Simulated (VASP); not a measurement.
Wanted: the native input for a VASP 6.6.1 run.

| Item | Value |
| --- | --- |
| Task | single point |
| Functional | PBE |
| Potentials or basis | VASP PAW PBE potentials, release 64 (Zn, S) |
| Cutoff | 520 eV |
| k mesh | 8 × 8 × 5 |
| Occupations | fermi-dirac, width 0.05 eV |
| Spin | no spin polarisation |
| Further INCAR settings | ALGO = Normal; EDIFF = 1e-07; NBANDS = 26 |

The structure of ZnS (Wurtzite-2H) lies in POSCAR:

```
ZnS
1.0
    3.8110000000      0.0000000000      0.0000000000
   -1.9055000000      3.3004228138      0.0000000000
    0.0000000000      0.0000000000      6.2340000000
Zn S
2 2
Direct
    0.6663970000      0.3315460000      0.5002410000
    0.3325680000      0.6880830000      0.0055960000
    0.6813350000      0.3426400000      0.8798910000
    0.3236270000      0.6665860000      0.3899440000
```

The cell isn't the ideal one: atoms moved at random, drawn with an rms of 0.05 Å.

One way to write it, as run:

INCAR

```
PREC = Accurate
ENCUT = 520
EDIFF = 1E-7
ISMEAR = -1
SIGMA = 0.05
LREAL = F
LASPH = T
NELM = 80
ALGO = Normal
ISIF = 2
LWAVE = F
LCHARG = T
GGA = PE
LELF = T
LVHAR = T
NBANDS = 26
```

KPOINTS

```
regular mesh
0
Gamma
  8 8 5
```

Potentials or basis: VASP PAW PBE potentials, release 64 (Zn, S).

Command:

```sh
$ cat potpaw_PBE.64/Zn/POTCAR potpaw_PBE.64/S/POTCAR > POTCAR
$ mpirun -np 1 vasp_std > vasp.out
```

It gave:

| Property | Result |
| --- | --- |
| Pressure | 2.6 GPa |
| Largest force | 0.662 eV/Å |
| Band gap on the k mesh | 2.20 eV, direct |

Wall time 2.7 min on 1 thread of AMD EPYC 9R45 (Zen 5), on a shared host, peak memory 0.35 GiB.
